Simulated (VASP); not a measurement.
A run of VASP 6.6.1 is set up as follows.

Contents of POSCAR:

```
BP                                      
1.0
    0.0000000000      2.2605516541      2.2605516541
    2.2605516541      0.0000000000      2.2605516541
    2.2605516541      2.2605516541      0.0000000000
  B               P             
     1     1
Direct
     0.0000000000000000    0.0000000000000000    0.0000000000000000
     0.2500000000000000    0.2500000000000000    0.2500000000000000
```

File INCAR.step1:

```
SYSTEM = BP
ALGO = Normal
EDIFF = 1E-8
ENCUT = 520
GGA = PE
ISIF = 2
ISMEAR = 0
KPAR = 4
LASPH = .True.
LCHARG = .False.
LEPSILON = .True.
LREAL = .False.
LWAVE = .False.
NELM = 80
PREC = Accurate
SIGMA = 0.03
```

The input KPOINTS.step1:

```
Automatic mesh
0
G
  10 10 10
  0 0 0
```

The input INCAR.step2:

```
SYSTEM = BP
ALGO = Normal
EDIFF = 1E-5
ENCUT = 520
GGA = PE
ISIF = 2
ISMEAR = 0
KPAR = 4
LASPH = .True.
LCHARG = .False.
LREAL = .False.
LWAVE = .True.
NELM = 80
PREC = Accurate
SIGMA = 0.03
```

File KPOINTS.step2:

```
k-points
0
Gamma
  6 6 6
  0 0 0
```

The input INCAR.step3:

```
SYSTEM = BP
AEXX = 0.1079
ALGO = Normal
EDIFF = 1E-7
ENCUT = 520
GGA = PE
HFRCUT = -1
ISIF = 2
ISMEAR = 0
ISTART = 1
KPAR = 4
LASPH = .True.
LCHARG = .False.
LHFCALC = .True.
LREAL = .False.
LWAVE = .False.
NELM = 80
PREC = Accurate
PRECFOCK = Fast
SIGMA = 0.03
```

KPOINTS.step3

```
k-points
0
Gamma
  6 6 6
  0 0 0
```

KPOINTS_OPT

```
explicit points
6
Reciprocal
 0.0000000000  0.0000000000  0.0000000000 1
 0.3750000000  0.3750000000  0.7500000000 1
 0.5000000000  0.5000000000  0.5000000000 1
 0.6250000000  0.2500000000  0.6250000000 1
 0.5000000000  0.2500000000  0.7500000000 1
 0.5000000000  0.0000000000  0.5000000000 1
```

Potentials or basis: VASP PAW PBE potentials, release 64 (B, P).

Launch:

```sh
$ cat potpaw_PBE.64/B/POTCAR potpaw_PBE.64/P/POTCAR > POTCAR
$ cp INCAR.step1 INCAR
$ cp KPOINTS.step1 KPOINTS
$ mpirun -np 4 vasp_std > vasp.out
$ cp INCAR.step2 INCAR
$ cp KPOINTS.step2 KPOINTS
$ mpirun -np 4 vasp_std > vasp.out
$ cp INCAR.step3 INCAR
$ cp KPOINTS.step3 KPOINTS
$ mpirun -np 4 vasp_std > vasp.out
```

Predict the band gap on the k mesh.

1.92 eV, indirect (least direct gap 4.10 eV).

Estimate the pressure.

1.5 GPa.

Predict the band gap along the path.

1.92 eV, indirect (least direct gap 4.10 eV).

Caveat: the PAW data sets were made with another functional, which shifts forces and pressure a little.
